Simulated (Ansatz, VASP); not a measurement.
**Ba in VASP and in Ansatz**

```
Ba
1.0
    -2.50650    2.50650    2.50650
     2.50650   -2.50650    2.50650
     2.50650    2.50650   -2.50650
Ba
1
Direct
  0.00000 0.00000 0.00000
```

Alike in both runs: task single point; functional PBEsol; k mesh 8 × 8 × 8; occupations fermi-dirac, width 0.05 eV; no spin polarisation.

|  | VASP | Ansatz |
| --- | --- | --- |
| version | VASP 6.6.1 | Ansatz 0.2.0 |
| potentials or method | VASP PAW PBE potentials, release 64 (Ba_sv) | Ansatz PAW |
| plane-wave cutoff (eV) | 520 | 420 |
| valence electrons in the cell | 10 | 10 |

|  | VASP | Ansatz | Ansatz less VASP |
| --- | --- | --- | --- |
| gap on the k mesh at the Fermi level (eV) | none | none | - |
| pressure (GPa) | -0.7 | -0.7 | -0.05 |

A gap of «none» marks a metal or a gap that the smearing closes.

Caveats: the PAW data sets were made with another functional, which shifts forces and pressure a little (VASP); the PAW data sets come from PBE, with cores solved anew for the run's functional, which leaves a small shift of forces and pressure (Ansatz). Spin-orbit coupling is left out, which matters for the levels of Ba.
